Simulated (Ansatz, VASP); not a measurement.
## Os: VASP beside Ansatz

```
Os
1.0
     0.00000    1.90919    1.90919
     1.90919    0.00000    1.90919
     1.90919    1.90919    0.00000
Os
1
Direct
  0.00000 0.00000 0.00000
```

Alike in both runs: task single point; functional RPBE; k mesh 16 × 16 × 16; occupations fermi-dirac, width 0.1 eV; no spin polarisation.

```csv
,VASP,Ansatz
version,VASP 6.6.1,Ansatz 0.2.0
potentials or method,"VASP PAW PBE potentials, release 64 (Os)","plane waves (420 eV) with PAW, scalar-relativistic"
plane-wave cutoff (eV),520,420
valence electrons in the cell,8,16
```

```tsv
	VASP	Ansatz	Ansatz less VASP
pressure (GPa)	16.6	16.7	+0.11
```

The two sets of potentials don't hold the same shells in valence.

Caveats: so large a pressure means that the cell lies far from this level's equilibrium, or that cutoff or potentials fall short (VASP); the potentials were made for another functional, which shifts forces and pressure (VASP). Spin-orbit coupling is left out, which matters for the levels of Os.
